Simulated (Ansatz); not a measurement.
**What a change of settings does: Br (begun as hcp type, now distorted hcp)**

First run: DFT, PBE, all-electron LAPW, scalar-relativistic (Ansatz 0.2.0).

Command: `ansatz run input.yaml --threads 1 --pin off --max-ram 2048MiB --backend cpu --events-out ev --progress --plain --runs-dir out` It took 30 s on 1 thread of Arm Neoverse V1 (shared host), peak memory 0.39 GiB.

```yaml
crystal:
  lattice:
    - [3.7619665892, 1.0e-10, 0.0]
    - [-1.8809832946, 3.2579586344, 0.0]
    - [0.0, 0.0, 4.309427813]
  atoms:
    - { symbol: Br, position: [0.3333333333, 0.6666666667, 0.25] }
    - { symbol: Br, position: [0.6666666667, 0.3333333333, 0.75] }
kpoints:
  mp_grid: { grid: [14, 14, 8] }
  band_path:
    path:
      - [0.0, 0.0, 0.0]
      - [0.5, 0.0, 0.0]
      - [0.3333333333, 0.3333333333, 0.0]
      - [0.0, 0.0, 0.0]
      - [0.0, 0.0, 0.5]
      - [0.5, 0.0, 0.5]
      - [0.3333333333, 0.3333333333, 0.5]
      - [0.0, 0.0, 0.5]
      - [0.5, 0.0, 0.5]
    npoints: 8
scf:
  occupations: { method: fermi_dirac, width: 0.05 }
hamiltonian:
  xc: pbe
  pseudopotentials: { kind: all_electron, lapw: { basis_error: 0.001 } }
output:
  forces: true
  stress: true
  eigenvalues: true
  populations: true
  dos: { projected: true, de: 0.2, e_range: [-14, 8] }
```

The cell comes from a relaxation on PAW files under the same functional, begun from a prototype that needn't be the stable phase.

This run: volume at 0.92 of the series' base cell.

It converges in 9 SCF iterations at a pressure of 2.29 GPa.

The input is then changed:

```diff
   occupations: { method: fermi_dirac, width: 0.05 }
+  lower_state_search: light
 hamiltonian:
   populations: true
-  dos: { projected: true, de: 0.2, e_range: [-14, 8] }
```

**Question.** Predict the outcome of the changed run.

**Answer.** It converges in 9 SCF iterations at a pressure of 2.29 GPa, free energy 0.0 meV/atom against the first run's.
